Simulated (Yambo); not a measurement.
# SiC (Moissanite 3C) (F-43m) in Yambo: a series of runs

One crystal, SiC (Moissanite 3C), is run at these levels: PBEsol, PBE; tasks: G0W0 quasiparticle levels, energy-loss spectrum.

Program: Yambo 5.3.0. These are calculated values, not measurements. Logs are shortened: lines on timing, memory, paths and dates and some standing lists are left out, and cuts for length are marked.

**Experimental background.**

From “Insight into the structural, elastic and electronic properties of a new orthorhombic 6O-SiC polytype”, 2020, pmc:7200658, for a bulk crystal of SiC: band gap 2.4 eV (indirect).

How close the calculation comes is told below.

## 1. The structure

Symmetry: F-43m, No. 216, cubic system. Conventional cell: a = 4.358 Å, b = 4.358 Å, c = 4.358 Å, α = 90.00°, β = 90.00°, γ = 90.00°. Si (site symmetry -43m) is surrounded by 4 C at 1.89 Å. C (site symmetry -43m) is surrounded by 4 Si at 1.89 Å.

## 2. G0W0 quasiparticle levels, PBEsol

Contents of g0w05.in:

```
gw0
dyson
el_el_corr
rim_cut
HF_and_locXC
ppa
em1d
RandQpts= 1000000
RandGvec= 50 RL
EXXRLvcs= 15 Ry
VXCRLvcs= 15 Ry
Chimod= "HARTREE"
% BndsRnXp
 1 | 304 |
%
NGsBlkXp= 12 Ry
% LongDrXp
 1 | 1 | 1 |
%
PPAPntXp= 27.21138 eV
% GbndRnge
 1 | 304 |
%
GTermKind= "BG"
DysSolver= "n"
ExtendOut
% QPkrange
 1 | 1 | 4 | 6 |
 21 | 21 | 4 | 6 |
%
```

Contents of scf.in:

```
&CONTROL
  calculation = 'scf'
  prefix = 'pwscf'
  outdir = './tmp'
  pseudo_dir = './pseudo'
/
&SYSTEM
  ibrav = 0
  nat = 2
  ntyp = 2
  ecutwfc = 82
  nbnd = 9
  occupations = 'smearing'
  smearing = 'fd'
  degauss = 0.00367493
  force_symmorphic = .true.
/
&ELECTRONS
  conv_thr = 4d-10
  electron_maxstep = 120
  mixing_beta = 0.5
/
ATOMIC_SPECIES
Si    28.0850 Si.upf
C     12.0110 C.upf
CELL_PARAMETERS angstrom
   0.0000000000    2.1790000000    2.1790000000
   2.1790000000    0.0000000000    2.1790000000
   2.1790000000    2.1790000000    0.0000000000
ATOMIC_POSITIONS crystal
Si     0.0000000000    0.0000000000    0.0000000000
C      0.7500000000    0.7500000000    0.7500000000
K_POINTS automatic
10 10 10 0 0 0
```

Contents of nscf.in:

```
&CONTROL
  calculation = 'nscf'
  prefix = 'pwscf'
  outdir = './tmp'
  pseudo_dir = './pseudo'
/
&SYSTEM
  ibrav = 0
  nat = 2
  ntyp = 2
  ecutwfc = 82
  nbnd = 304
  occupations = 'fixed'
  force_symmorphic = .true.
/
&ELECTRONS
  conv_thr = 1d-08
  diago_full_acc = .true.
  diago_thr_init = 1d-06
/
ATOMIC_SPECIES
Si    28.0850 Si.upf
C     12.0110 C.upf
CELL_PARAMETERS angstrom
   0.0000000000    2.1790000000    2.1790000000
   2.1790000000    0.0000000000    2.1790000000
   2.1790000000    2.1790000000    0.0000000000
ATOMIC_POSITIONS crystal
Si     0.0000000000    0.0000000000    0.0000000000
C      0.7500000000    0.7500000000    0.7500000000
K_POINTS automatic
8 8 8 0 0 0
```

Potentials or basis: PseudoDojo 0.4.1 SR PBEsol standard.

Command:

```
$ OMP_NUM_THREADS=1 pw.x -in scf.in > scf.out
$ OMP_NUM_THREADS=1 pw.x -in nscf.in > nscf.out
$ cd tmp/pwscf.save; p2y; mv SAVE ../..; cd ../..
$ OMP_NUM_THREADS=1 yambo
$ mkdir -p g0w05; ln -s $PWD/g0w00/ndb.pp* g0w05/
$ mkdir -p g0w05; ln -s $PWD/g0w00/ndb.RIM g0w05/
$ OMP_NUM_THREADS=1 yambo -F g0w05.in -J g0w05 -C g0w05_out
```

Yambo's report:

```text
[... sections 02.01 to 02.04 as in the set-up run ...]

  [02.05] Energies & Occupations
  ==============================

  [X] === General ===
  [X] Electronic Temperature                        :  0.000000  0.000000 [eV K]
  [X] Bosonic    Temperature                        :  0.000000  0.000000 [eV K]
  [X] Finite Temperature mode                       : no
  [X] El. density                                   :  0.38662E+24 [cm-3]
  [X] Fermi Level                                   :  9.438477 [eV]

  [X] === Gaps and Widths ===
  [X] Conduction Band Min                           :  1.240413 [eV]
  [X] Valence Band Max                              :  0.000000 [eV]
  [X] Filled Bands                                  :   4
  [X] Empty Bands                                   :    5  304
  [X] Direct Gap                                    :  4.458021 [eV]
  [X] Direct Gap localized at k                     :  21
  [X] Indirect Gap                                  :  1.240413 [eV]
  [X] Indirect Gap between kpts                     :   1  21
  [X] Last valence band width                       :  4.754621 [eV]
  [X] 1st conduction band width                     :  5.754909 [eV]

 [03] Transferred momenta grid and indexing
 ==========================================

 IBZ Q-points                                      :  29
 BZ  Q-points                                      :   512

 K/Q-points units:
 rlu = crystal or reduced units; cc = cartesian coordinates; iku = interal k-units

 Q [ 1]         [rlu]:  0.000000  0.000000  0.000000
 Q [ 2]         [rlu]: -0.43259E-17 -0.43259E-17  0.12500
 Q [ 3]         [rlu]: -0.86518E-17 -0.86518E-17  0.25000
 Q [ 4]         [rlu]: -0.12507E-16 -0.12507E-16  0.37500
 Q [ 5]         [rlu]:  0.17304E-16  0.17304E-16 -0.50000
 Q [ 6]         [rlu]: -0.11797E-17  0.12500      0.12500
 Q [ 7]         [rlu]:  0.47690E-17  0.12500      0.25000
 Q [ 8]         [rlu]:  0.46859E-16  0.12500      0.37500
 Q [ 9]         [rlu]:  0.47861E-16  0.12500      0.50000
 Q [10]         [rlu]:  0.17304E-16  0.12500     -0.37500
 Q [11]         [rlu]:  0.12507E-16  0.12500     -0.25000
 Q [12]         [rlu]: -0.46859E-16  0.12500     -0.12500
 Q [13]         [rlu]: -0.23594E-17  0.25000      0.25000
 Q [14]         [rlu]: -0.47969E-17  0.25000      0.37500
 Q [15]         [rlu]:  0.14582E-17  0.25000      0.50000
[... 12 lines left out ...]
 Q [28]         [rlu]:  0.125000 -0.500000 -0.375000
 Q [29]         [rlu]:  0.250000 -0.500000 -0.250000

 [04] Coloumb potential Random Integration (RIM)
 ===============================================

 Summary of Coulomb integrals for non-metallic bands |Q|[au] RIM/Bare

 Q [1] 0.100000E-4 0.995988 * Q [2] 0.165183 1.066424
 Q [6] 0.190736 1.065697 * Q [12] 0.269742 1.027506
 Q [7] 0.316301 1.020772 * Q [3] 0.330365 1.018189
 Q [13] 0.381473 1.014976 * Q [11] 0.415701 1.012135
 Q [22] 0.426500 1.011850 * Q [8] 0.467207 1.010038
 Q [14] 0.495548 1.009273 * Q [4] 0.495548 1.008982
 Q [17] 0.539484 1.007861 * Q [23] 0.564206 1.007367
 Q [10] 0.572209 1.007096 * Q [18] 0.572209 1.007360
[... 90 lines left out ...]
  [  GW  ] Bands range     :    1  304
  [GW/PPA] G damping       :  0.100000 [eV]

  QP @ state[ 1 ] K range:  1  1
  QP @ state[ 1 ] b range:   4   6
  QP @ state[ 2 ] K range:  21  21
  QP @ state[ 2 ] b range:   4   6
[... 103 lines left out ...]
   :: Time ordering fails/rest    :  0.499903
   :: Mean rel dev of PP cond     :  0.179216
   Current Q-pt index             :  27
   :: PP condition fails/total    :  0.180937
   :: Time ordering fails/rest    :  0.500488
   :: Mean rel dev of PP cond     :  0.180921
   Current Q-pt index             :  28
   :: PP condition fails/total    :  0.175502
   :: Time ordering fails/rest    :  0.500097
   :: Mean rel dev of PP cond     :  0.175485
   Current Q-pt index             :  29
   :: PP condition fails/total    :  0.173158
   :: Time ordering fails/rest    :  0.499646
   :: Mean rel dev of PP cond     :  0.173140

  [08.02] QP properties and I/O
  =============================

  Legend (energies in eV)
  - B  : Band       - Eo  : bare energy
  - E  : QP energy  - Z   : Renormalization factor
  - So : Sc(Eo)     - S   : Sc(E)
  - dSp: Sc derivative precision

  - lXC: Local XC (Perdew, Burke & Ernzerhof SOL(X)+Perdew, Burke & Ernzerhof SOL(C))
  -nlXC: non-Local XC (Hartree-Fock)

  QP [eV] @ K [1] (iku):  0.000000  0.000000  0.000000
   B=4 Eo=  0.00 E= -0.76 E-Eo= -0.76 Re(Z)=0.79 Im(Z)=-0.112757E-2 nlXC= -17.3865 lXC= -14.7721 So=  1.66127
   B=5 Eo=  6.17 E=  6.39 E-Eo=  0.21 Re(Z)=0.79 Im(Z)=-0.124411E-2 nlXC= -7.61288 lXC= -13.2063 So= -5.32543
   B=6 Eo=  7.24 E=  7.47 E-Eo=  0.23 Re(Z)=0.81 Im(Z)=-0.108706E-2 nlXC= -5.90036 lXC= -11.3658 So= -5.17648

  QP [eV] @ K [21] (iku): -0.500000  0.000000  0.000000
   B=4 Eo= -3.22 E= -4.23 E-Eo= -1.01 Re(Z)=0.79 Im(Z)=-0.121472E-2 nlXC= -17.2952 lXC= -13.4791 So=  2.53145
   B=5 Eo=  1.24 E=  1.40 E-Eo=  0.16 Re(Z)=0.82 Im(Z)=-0.102577E-2 nlXC= -6.53912 lXC= -10.6624 So= -3.93438
   B=6 Eo=  4.20 E=  4.52 E-Eo=  0.32 Re(Z)=0.82 Im(Z)=-0.101633E-2 nlXC= -6.04262 lXC= -10.8735 So= -4.44626

  [WR./g0w05//ndb.QP]-------------------------------------------------------------
   Lattice constants                                :  4.117713  4.117713  4.117713
   Coulomb cutoff potential                         : none
   Electronic Temperature                           :  0.000000 [K]
   Bosonic    Temperature                           :  0.000000 [K]
   Green`s function   energies                      : Perdew, Burke & Ernzerhof SOL(X)+Perdew, Burke & Ernzerhof SOL(C)
   wavefunctions                                    : Perdew, Burke & Ernzerhof SOL(X)+Perdew, Burke & Ernzerhof SOL(C)
   PPA    diel. fun.  energies                      : Perdew, Burke & Ernzerhof SOL(X)+Perdew, Burke & Ernzerhof SOL(C)
   wavefunctions                                    : Perdew, Burke & Ernzerhof SOL(X)+Perdew, Burke & Ernzerhof SOL(C)
   QP tot states                                    :   6
   GW solver                                        : Newton
   GW approximation                                 : PPA
   PPA imaginary Energy                             :  27.21138 ev
   RIM G`s                                          :   51
   RIM random pts                                   :  1000000
   dS/dw steps                                      :  2
   dS/dw step                                       :  0.100000 ev
   X G`s                                            :  137 used
   X G`s                                            :  137 disk
   X bands                                          :    1  304
   X poles                                          :  100.0000 o/o
   X e/h E range                                    : -1.000000 -1.000000 ev
   X Hxc Kernel                                     : HARTREE
   X BZ energy Double Grid                          : no
   X Optical Averaged directions                    : none
   Sc/G bands                                       :    1  304
   Sc/G damping                                     :  0.100000 ev
   Sc bands terminator                              : yes
   Sc terminator kind                               : BG
   Sc Terminator pole                               :  40.81708
   Sx RL components                                 :  169

   QP @ state[ 1 ] K range                          :  1  1
   QP @ state[ 1 ] b range                          :   4   6
   QP @ state[ 2 ] K range                          :  21  21
   QP @ state[ 2 ] b range                          :   4   6
   GF energies kind                                 : Perdew, Burke & Ernzerhof SOL(X)+Perdew, Burke & Ernzerhof SOL(C)
   GF WF`s kind                                     : Perdew, Burke & Ernzerhof SOL(X)+Perdew, Burke & Ernzerhof SOL(C)
   Xs energies kind                                 : Perdew, Burke & Ernzerhof SOL(X)+Perdew, Burke & Ernzerhof SOL(C)
   Xs WF`s kind                                     : Perdew, Burke & Ernzerhof SOL(X)+Perdew, Burke & Ernzerhof SOL(C)
```

o-g0w05.qp:

```text
# GW solver                                       : Newton
# GW approximation                                : PPA
# PPA imaginary Energy                            :   27.2113800    [ev]
[... 37 lines left out ...]
        21                  5                 1.240413           1.395601           0.155188          -10.66236          -6.539117          -3.934384          -3.968060          -5.901996           0.821763          -0.001026          -10.76994           61.11563
        21                  6                 4.204418           4.521370           0.316952          -10.87353          -6.042615          -4.446260          -4.513959          -5.810588           0.824037          -0.001016          -12.60839           52.20429
#
```

What came out:

```yaml
Band_gap_on_the_k_mesh_mean-field_level: 1.24 eV, indirect (least direct gap 4.46 eV)
Quasiparticle_gap: 2.15 eV
Least_direct_quasiparticle_gap: 5.62 eV
Quasiparticle_gap_at_Γ: 7.14 eV
Band_gap_of_the_same_states_before_the_correction: 1.24 eV
```

Quasiparticle terms (eV):
| k point | band | Kohn-Sham level | Vxc | Σx | Σc | Z | result |
| --- | --- | --- | --- | --- | --- | --- | --- |
| (0.000, 0.000, 0.000) | 4 | 0.00 | -14.77 | -17.39 | 1.66 | 0.79 | -0.76 |
| (0.000, 0.000, 0.000) | 5 | 6.17 | -13.21 | -7.61 | -5.33 | 0.79 | 6.39 |
| (0.000, 0.000, 0.000) | 6 | 7.24 | -11.37 | -5.90 | -5.18 | 0.81 | 7.47 |
| (0.000, -0.500, -0.500) | 4 | -3.22 | -13.48 | -17.30 | 2.53 | 0.79 | -4.23 |
| (0.000, -0.500, -0.500) | 5 | 1.24 | -10.66 | -6.54 | -3.93 | 0.82 | 1.40 |
| (0.000, -0.500, -0.500) | 6 | 4.20 | -10.87 | -6.04 | -4.45 | 0.82 | 4.52 |

Caveat: this version prints the column dSc/dw multiplied by 27.2; the terminator is approximate in this version, by hundredths of an eV. A k mesh can miss the band edges.

## 3. Energy-loss spectrum, PBE

Contents of eels0.in:

```
optics
chi
Chimod= "HARTREE"
% BndsRnXd
 1 | 34 |
%
NGsBlkXd= 3 Ry
% LongDrXd
 1 | 1 | 1 |
%
% QpntsRXd
 2 | 2 |
%
% EnRngeXd
 0 | 50 | eV
%
% DmRngeXd
 0.3 | 0.3 | eV
%
ETStpsXd= 250
```

Edit scf.in of step 2 so:

```diff
@@ -33,2 +33,2 @@
 K_POINTS automatic
-10 10 10 0 0 0
+12 12 12 0 0 0
```

Edit nscf.in of step 2 so:

```diff
@@ -11,3 +11,3 @@
   ecutwfc = 82
-  nbnd = 304
+  nbnd = 34
   occupations = 'fixed'
@@ -31,2 +31,2 @@
 K_POINTS automatic
-8 8 8 0 0 0
+12 12 12 0 0 0
```

Potentials or basis: PseudoDojo 0.4.1 SR PBE standard.

Command:

```
$ OMP_NUM_THREADS=1 pw.x -in scf.in > scf.out
$ OMP_NUM_THREADS=1 pw.x -in nscf.in > nscf.out
$ cd tmp/pwscf.save; p2y; mv SAVE ../..; cd ../..
$ OMP_NUM_THREADS=1 yambo
$ OMP_NUM_THREADS=1 yambo -F eels0.in -J eels0 -C eels0_out
```

Yambo's report:

```text
[... sections 02.01 to 02.04 as in the set-up run ...]

  [02.05] Energies & Occupations
  ==============================

  [X] === General ===
  [X] Electronic Temperature                        :  0.000000  0.000000 [eV K]
  [X] Bosonic    Temperature                        :  0.000000  0.000000 [eV K]
  [X] Finite Temperature mode                       : no
  [X] El. density                                   :  0.38662E+24 [cm-3]
  [X] Fermi Level                                   :  9.494313 [eV]

  [X] === Gaps and Widths ===
  [X] Conduction Band Min                           :  1.362877 [eV]
  [X] Valence Band Max                              :  0.000000 [eV]
  [X] Filled Bands                                  :   4
  [X] Empty Bands                                   :    5   34
  [X] Direct Gap                                    :  4.553561 [eV]
  [X] Direct Gap localized at k                     :   43
  [X] Indirect Gap                                  :  1.362877 [eV]
  [X] Indirect Gap between kpts                     :    1   43
  [X] Last valence band width                       :  4.690423 [eV]
  [X] 1st conduction band width                     :  5.669877 [eV]

 [03] Transferred momenta grid and indexing
 ==========================================

 IBZ Q-points                                      :   72
 BZ  Q-points                                      :  1728

 K/Q-points units:
 rlu = crystal or reduced units; cc = cartesian coordinates; iku = interal k-units

 Q [ 1]         [rlu]:  0.000000  0.000000  0.000000
 Q [ 2]         [rlu]: -0.72797E-18 -0.72797E-18  0.83333E-01
 Q [ 3]         [rlu]:  0.16734E-16  0.16734E-16  0.16667
 Q [ 4]         [rlu]: -0.86518E-17 -0.86518E-17  0.25000
 Q [ 5]         [rlu]:  0.33468E-16  0.33468E-16  0.33333
 Q [ 6]         [rlu]: -0.67377E-17 -0.67377E-17  0.41667
 Q [ 7]         [rlu]:  0.17304E-16  0.17304E-16 -0.50000
 Q [ 8]         [rlu]: -0.78646E-18  0.83333E-01  0.83333E-01
 Q [ 9]         [rlu]: -0.28839E-17  0.83333E-01  0.16667
 Q [10]         [rlu]:  0.28560E-17  0.83333E-01  0.25000
 Q [11]         [rlu]:  0.95379E-17  0.83333E-01  0.33333
 Q [12]         [rlu]: -0.11536E-16  0.83333E-01  0.41667
 Q [13]         [rlu]: -0.27753E-16  0.83333E-01  0.50000
 Q [14]         [rlu]:  0.10564E-16  0.83333E-01 -0.41667
 Q [15]         [rlu]:  0.48539E-17  0.83333E-01 -0.33333
[... 33 lines left out ...]
 Q [49]         [rlu]:  0.083333  0.250000  0.333333
 Q [50]         [rlu]:  0.083333  0.250000  0.416667

 Remaining 22 points informations can be written running with -fatlog

 [04] Optics
 ===========

 [WF-X loader] Normalization (few states)  min/max  :  0.12029E-16   1.0000

 [X-CG] R(p) Tot o/o(of R):   34905  207360     100
```

r_setup:

```text
[02] CORE Variables Setup
 =========================

  [02.01] Unit cells
  ==================

  Cell kind             :  FCC
  Atoms in the cell     :  Si  C
  number of Si atoms    :  1
  number of C  atoms    :  1
[... 511 lines left out ...]

  [03.01] X indexes
  =================

   [03.01.01] Sigma indexes
   ========================

   [WR./SAVE//ndb.kindx]-----------------------------------------------------------
    Fragmentation                                    : no
    Polarization last K ( bz)                        :  1728
    Polarization last K (ibz)                        :   72
    QP states                                        :    1   72
    X grid is uniform                                : yes
    Grids (string)                                   :  X S
    Grids (int-vector)                               :  1  0  0  1
```

Run time: 48 s. Hardware: 1 thread of Intel Xeon 6975P-C (Granite Rapids), shared host; peak memory 0.55 GiB.

What came out:

| Quantity | Value |
| --- | --- |
| Band gap on the k mesh, mean-field level | 1.36 eV, indirect (least direct gap 4.55 eV) |
| Peak of the energy-loss function | 21.5 eV |

Energy-loss function at q = [0.0, 0.0, 0.083333] (reciprocal lattice):
```tsv
energy (eV)	loss
0.0	0.005
2.2	0.006
4.4	0.011
6.4	0.044
8.6	0.098
10.8	0.135
13.1	0.230
15.3	0.384
17.5	0.627
19.5	1.232
21.7	3.328
23.9	2.833
26.1	1.434
28.3	0.597
30.5	0.400
32.5	0.354
34.7	0.309
36.9	0.257
39.2	0.230
41.4	0.170
43.6	0.162
45.6	0.146
47.8	0.119
50.0	0.078
```

## 4. Comparison with measurements

Step 3. Against the measured gap of SiC, 2.4 eV (indirect; quoted in “Insight into the structural, elastic and electronic properties of a new orthorhombic 6O-SiC polytype”, 2020, pmc:7200658), the calculated 1.36 eV is off by -1.04 eV. The value is that of PBE on a finite k mesh, which can miss the band edges, without temperature or zero-point motion. Semilocal functionals fall short of measured gaps as a rule.
